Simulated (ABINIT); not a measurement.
# W (Im-3m) in ABINIT: notebook

One crystal, W, is run at these levels: LDA, BP86+D4, PW91, PBE; tasks: band structure, equation of state.

Program: ABINIT 10.8.3 (patched build). These are calculated values, not measurements. Logs are shortened: lines on timing, memory, paths and dates and some standing lists are left out, and cuts for length are marked. The log counts tension as positive stress, the text compression.

### Step 1. The structure

The structure is cubic, space group Im-3m (No. 229). The conventional cell has a = 3.165 Å, b = 3.165 Å, c = 3.165 Å, α = 90.00°, β = 90.00°, γ = 90.00°. Around W (site symmetry m-3m) lie 8 W at 2.74 Å.

### Step 2. Band structure, LDA

Input file run.abi:

```
# Datasets: ground state, then fixed potential
ndtset 2

# Pseudopotentials
pp_dirpath "./"
pseudos "W.LDA_PW-JTH.xml"

# Structure
acell 3*1.0
rprim
    -2.9901986847     2.9901986847     2.9901986847
     2.9901986847    -2.9901986847     2.9901986847
     2.9901986847     2.9901986847    -2.9901986847
ntypat 1
znucl 74
natom 1
typat 1
xred
     0.0000000000     0.0000000000     0.0000000000

# Plane-wave basis
ecut 408.170794 eV
pawecutdg 30.0

# Exchange and correlation
ixc 7

# Bands and occupations
occopt 3
tsmear 0.05 eV

# SCF cycle
nstep 100

# Output
iomode 3
prtwf 0
prteig 0
prtebands 0
prtden1 1
prtvha1 1
prtvclmb1 1
prtpot1 1

# Dataset 1
kptopt1 1
ngkpt1 12 12 12
nshiftk1 1
shiftk1 0.0 0.0 0.0
nband1 11
tolvrs1 1.0e-9

# Dataset 2: bands along G-H-N-G-P-H
iscf2 -2
getden2 1
nband2 15
nbdbuf2 2
tolwfr2 1.0e-12
kptopt2 -5
ndivsm2 8
prteig2 1
prtvol2 -3
kptbounds2
     0.0000000000     0.0000000000     0.0000000000
     0.5000000000    -0.5000000000     0.5000000000
     0.0000000000     0.0000000000     0.5000000000
     0.0000000000     0.0000000000     0.0000000000
     0.2500000000     0.2500000000     0.2500000000
     0.5000000000    -0.5000000000     0.5000000000
```

Potentials or basis: JTH PAW LDA v2.0.

On the command line:

```console
$ abinit run.abi > log 2>&1
```

run.abo:

```text
.Version 10.8.3 of ABINIT
 DATASET    1 : space group Im -3 m (#229); Bravais cI (body-center cubic)
================================================================================
 Values of the parameters that define the memory need for DATASET  1.
     intxc =       0    ionmov =       0      iscf =      17    lmnmax =      18
     lnmax =       6     mgfft =      20  mpssoang =       3    mqgrid =    3001
     natom =       1  nloc_mem =       2    nspden =       1   nspinor =       1
    nsppol =       1      nsym =      48    n1xccc =       1    ntypat =       1
    occopt =       3   xclevel =       1
       mpw =         317          nfft =        8000          nkpt =          72
 PAW method is used; the additional fine FFT grid is defined by:
   mgfftf=        27    nfftf =     19683
================================================================================
================================================================================

 DATASET    2 : space group Im -3 m (#229); Bravais cI (body-center cubic)
================================================================================
 Values of the parameters that define the memory need for DATASET  2.
     intxc =       0    ionmov =       0      iscf =      -2    lmnmax =      18
     lnmax =       6     mgfft =      20  mpssoang =       3    mqgrid =    3001
     natom =       1  nloc_mem =       2    nspden =       1   nspinor =       1
    nsppol =       1      nsym =      48    n1xccc =       1    ntypat =       1
    occopt =       3   xclevel =       1
       mpw =         321          nfft =        8000          nkpt =          48
 PAW method is used; the additional fine FFT grid is defined by:
   mgfftf=        27    nfftf =     19683
================================================================================
================================================================================

--------------------------------------------------------------------------------
------------- Echo of variables that govern the present computation ------------
--------------------------------------------------------------------------------
 -outvars: echo values of preprocessed input variables --------
            acell      1.0000000000E+00  1.0000000000E+00  1.0000000000E+00 Bohr
              amu      1.83850000E+02
             ecut      1.50000000E+01 Hartree
           getden1          0
           getden2          1
             iscf1         17
             iscf2         -2
              ixc           7
           jdtset        1    2
           kptopt1          1
           kptopt2         -5
         kptrlatt       12    0    0      0   12    0      0    0   12
          kptrlen1     6.21501126E+01
          kptrlen2     3.00000000E+01
            natom           1
            nband1         11
            nband2         15
           nbdbuf1          0
           nbdbuf2          2
           ndtset           2
           ndivsm1          0
           ndivsm2          8
            ngfft          20      20      20
          ngfftdg          27      27      27
             nkpt1         72
             nkpt2         48
            nstep         100
             nsym          48
           ntypat           1
           occopt           3
        pawecutdg      3.00000000E+01 Hartree
        prtebands           0
           prteig1          0
[... 237 lines left out ...]
  J.P.Perdew and Y.Wang, PRB 45, 13244 (1992)

 Real(R)+Recip(G) space primitive vectors, cartesian coordinates (Bohr,Bohr^-1):
 R(1)= -2.9901987  2.9901987  2.9901987  G(1)=  0.0000000  0.1672130  0.1672130
 R(2)=  2.9901987 -2.9901987  2.9901987  G(2)=  0.1672130  0.0000000  0.1672130
 R(3)=  2.9901987  2.9901987 -2.9901987  G(3)=  0.1672130  0.1672130  0.0000000
 Unit cell volume ucvol=  1.0694491E+02 bohr^3
 Angles (23,13,12)=  1.09471221E+02  1.09471221E+02  1.09471221E+02 degrees

 Coarse grid specifications (used for wave-functions):

 getcut: wavevector=  0.0000  0.0000  0.0000  ngfft=  20  20  20
         ecut(hartree)=     15.000   => boxcut(ratio)=   2.22045

 getcut : COMMENT -
  Note that boxcut > 2.2 ; recall that boxcut=Gcut(box)/Gcut(sphere) = 2
  is sufficient for exact treatment of convolution.
  Such a large boxcut is a waste : you could raise ecut
  e.g. ecut=   18.489044 Hartrees makes boxcut=2

 Fine grid specifications (used for densities):

 getcut: wavevector=  0.0000  0.0000  0.0000  ngfft=  27  27  27
         ecut(hartree)=     30.000   => boxcut(ratio)=   2.03905
--------------------------------------------------------------------------------

================================================================================
 Non-SCF case, kpt    1 (  0.00000  0.00000  0.00000), residuals and eigenvalues=
  3.65E-13  2.71E-13  1.65E-13  1.30E-13  2.00E-13  9.83E-14  7.98E-14  8.10E-14
  1.90E-13  6.54E-13  1.04E-13  1.27E-13  2.17E-13  9.84E-09  7.57E-08
 -2.3711E+00 -1.0312E+00 -1.0312E+00 -1.0312E+00  1.6031E-03  3.0888E-01
  3.0888E-01  3.0888E-01  4.3540E-01  4.3540E-01  9.0233E-01  9.0233E-01
  9.0233E-01  1.3494E+00  1.3494E+00
 Non-SCF case, kpt    2 (  0.04545 -0.04545  0.04545), residuals and eigenvalues=
  2.93E-13  3.19E-13  4.24E-13  4.28E-13  2.45E-13  1.83E-13  4.68E-13  2.58E-13
  7.94E-13  1.46E-13  1.36E-13  1.93E-13  3.22E-13  2.09E-12  3.12E-08
 -2.3709E+00 -1.0326E+00 -1.0318E+00 -1.0318E+00  9.0256E-03  3.0817E-01
  3.0817E-01  3.1227E-01  4.2417E-01  4.3928E-01  9.1453E-01  9.1488E-01
[... 263 lines left out ...]
  4.2115E-01  5.1218E-01  5.1218E-01  7.0148E-01  7.0354E-01  7.0354E-01
  1.0399E+00  1.1786E+00  1.1786E+00
 Non-SCF case, kpt   47 (  0.47500 -0.42500  0.47500), residuals and eigenvalues=
  1.42E-13  5.72E-13  2.77E-13  6.25E-14  6.04E-14  6.19E-14  4.95E-13  3.08E-13
  4.66E-13  2.53E-13  2.21E-13  9.15E-14  2.93E-13  2.79E-08  1.34E-06
 -2.3626E+00 -1.0645E+00 -1.0645E+00 -1.0629E+00  1.4476E-01  1.4476E-01
  4.9959E-01  5.3396E-01  5.3396E-01  6.7470E-01  6.7470E-01  6.8353E-01
  9.6811E-01  1.2033E+00  1.2033E+00
 Non-SCF case, kpt   48 (  0.50000 -0.50000  0.50000), residuals and eigenvalues=
  9.80E-13  2.12E-13  1.57E-13  1.43E-13  7.65E-14  1.73E-13  6.24E-13  1.56E-13
  2.37E-13  1.11E-13  7.42E-14  4.64E-13  2.88E-13  4.65E-08  4.86E-07
 -2.3625E+00 -1.0644E+00 -1.0644E+00 -1.0644E+00  1.4028E-01  1.4028E-01
  5.4428E-01  5.4428E-01  5.4428E-01  6.6172E-01  6.6172E-01  6.6172E-01
  9.4072E-01  1.2128E+00  1.2128E+00

--- !ResultsGS
iteration_state: {dtset: 2, }
comment   : Summary of ground state results
lattice_vectors:
- [ -2.9901987,   2.9901987,   2.9901987, ]
- [  2.9901987,  -2.9901987,   2.9901987, ]
- [  2.9901987,   2.9901987,  -2.9901987, ]
lattice_lengths: [   5.17918,    5.17918,    5.17918, ]
lattice_angles: [109.471, 109.471, 109.471, ] # degrees, (23, 13, 12)
lattice_volume:   1.0694491E+02
convergence: {deltae:  0.000E+00, res2:  0.000E+00, residm:  9.974E-13, diffor:  0.000E+00, }
etotal    :  -6.93365856E+01
entropy   :   0.00000000E+00
fermie    :   3.52750486E-01
cartesian_stress_tensor: null
pressure_GPa: null
xred      :
- [  0.0000E+00,   0.0000E+00,   0.0000E+00,  W]
cartesian_forces: null
force_length_stats: {min: null, max: null, mean: null, }
...

 Integrated electronic density in atomic spheres:
 ------------------------------------------------
 Atom  Sphere_radius  Integrated_density
    1        2.41189         11.78542542

================================================================================

 ----iterations are completed or convergence reached----

 Mean square residual over all n,k,spin=   38.687E-14; max=  99.738E-14
 reduced coordinates (array xred) for    1 atoms
       0.000000000000      0.000000000000      0.000000000000

 cartesian coordinates (angstrom) at end:
    1      0.00000000000000     0.00000000000000     0.00000000000000
 length scales=  1.000000000000  1.000000000000  1.000000000000 bohr
              =  0.529177210544  0.529177210544  0.529177210544 angstroms
 Eigenvalues (hartree) for nkpt=  48  k points:
 kpt#   1, nband= 15, wtk=  1.00000, kpt=  0.0000  0.0000  0.0000 (reduced coord)
  -2.37113   -1.03117   -1.03117   -1.03117    0.00160    0.30888    0.30888    0.30888
   0.43540    0.43540    0.90233    0.90233    0.90233    1.34938    1.34938
 kpt#   2, nband= 15, wtk=  1.00000, kpt=  0.0455 -0.0455  0.0455 (reduced coord)
  -2.37093   -1.03261   -1.03182   -1.03182    0.00903    0.30817    0.30817    0.31227
   0.42417    0.43928    0.91453    0.91488    0.91488    1.26046    1.35977
 kpt#   3, nband= 15, wtk=  1.00000, kpt=  0.0909 -0.0909  0.0909 (reduced coord)
  -2.37034   -1.03651   -1.03372   -1.03372    0.03051    0.30705    0.30705    0.32238
   0.39460    0.45010    0.94638    0.95101    0.95101    1.13551    1.39157
 kpt#   4, nband= 15, wtk=  1.00000, kpt=  0.1364 -0.1364  0.1364 (reduced coord)
  -2.36945   -1.04215   -1.03673   -1.03673    0.06367    0.30795    0.30795    0.33892
   0.35489    0.46486    0.98827    1.00602    1.00602    1.02325    1.36385
 kpt#   5, nband= 15, wtk=  1.00000, kpt=  0.1818 -0.1818  0.1818 (reduced coord)
  -2.36834   -1.04847   -1.04066   -1.04066    0.10445    0.31196    0.31356    0.31356
   0.36141    0.47766    0.93908    1.03224    1.06868    1.06868    1.29889
 kpt#   6, nband= 15, wtk=  1.00000, kpt=  0.2273 -0.2273  0.2273 (reduced coord)
  -2.36712   -1.05426   -1.04517   -1.04517    0.14645    0.27028    0.32610    0.32610
[... 113 lines left out ...]
  -2.36418   -1.06576   -1.06576   -1.04600    0.20255    0.20255    0.27984    0.47100
   0.47100    0.69263    0.76006    0.76006    1.12556    1.12556    1.16522
 kpt#  45, nband= 15, wtk=  1.00000, kpt=  0.4250 -0.2750  0.4250 (reduced coord)
  -2.36354   -1.06541   -1.06541   -1.05261    0.17786    0.17786    0.34451    0.48959
   0.48959    0.70169    0.73502    0.73502    1.12332    1.14852    1.14852
 kpt#  46, nband= 15, wtk=  1.00000, kpt=  0.4500 -0.3500  0.4500 (reduced coord)
  -2.36297   -1.06493   -1.06493   -1.05862    0.15775    0.15775    0.42115    0.51218
   0.51218    0.70148    0.70354    0.70354    1.03990    1.17855    1.17855
 kpt#  47, nband= 15, wtk=  1.00000, kpt=  0.4750 -0.4250  0.4750 (reduced coord)
  -2.36259   -1.06454   -1.06454   -1.06287    0.14476    0.14476    0.49959    0.53396
   0.53396    0.67470    0.67470    0.68353    0.96811    1.20328    1.20328
 kpt#  48, nband= 15, wtk=  1.00000, kpt=  0.5000 -0.5000  0.5000 (reduced coord)
  -2.36247   -1.06443   -1.06443   -1.06443    0.14028    0.14028    0.54428    0.54428
   0.54428    0.66172    0.66172    0.66172    0.94072    1.21279    1.21279

== END DATASET(S) ==============================================================
================================================================================

 -outvars: echo values of variables after computation  --------
            acell      1.0000000000E+00  1.0000000000E+00  1.0000000000E+00 Bohr
           etotal1    -6.9336585566E+01
            fcart1    -0.0000000000E+00 -0.0000000000E+00 -0.0000000000E+00
            rprim     -2.9901986847E+00  2.9901986847E+00  2.9901986847E+00
                       2.9901986847E+00 -2.9901986847E+00  2.9901986847E+00
                       2.9901986847E+00  2.9901986847E+00 -2.9901986847E+00
           strten1     3.5931620806E-04  3.5931620806E-04  3.5931620806E-04
                       0.0000000000E+00  0.0000000000E+00  0.0000000000E+00
 Calculation completed.
```

It took 10 s on 1 thread of Arm Neoverse V1, shared host; peak memory 0.11 GiB.

What came out:

```yaml
Free_energy: -1886.7446 eV
Band_gap_on_the_k_mesh: none (metal or under the smearing width)
Valence_electrons_inside_the_program's_atomic_spheres: W 11.79 (radii [1.2763] Å)
```

Levels at the corners of the path, in eV from the Fermi level:
| point | band 4 | band 5 | band 6 | band 7 | band 8 | band 9 | band 10 | band 11 |
| --- | --- | --- | --- | --- | --- | --- | --- | --- |
| Γ | -37.66 | -9.56 | -1.19 | -1.19 | -1.19 | 2.25 | 2.25 | 14.95 |
| H | -38.56 | -5.78 | -5.78 | 5.21 | 5.21 | 5.21 | 8.41 | 8.41 |
| N | -37.66 | -6.21 | -3.52 | 0.86 | 2.15 | 3.12 | 6.20 | 11.06 |
| Γ | -37.66 | -9.56 | -1.19 | -1.19 | -1.19 | 2.25 | 2.25 | 14.95 |
| P | -38.31 | -2.87 | -2.87 | -2.87 | 3.28 | 3.28 | 6.60 | 12.40 |
| H | -38.56 | -5.78 | -5.78 | 5.21 | 5.21 | 5.21 | 8.41 | 8.41 |

Caveat: the cutoff is too short for stress, so the log's stress isn't used; spin-orbit coupling is left out, which moves the levels of the heavy elements.

[end of part 1 of 2]
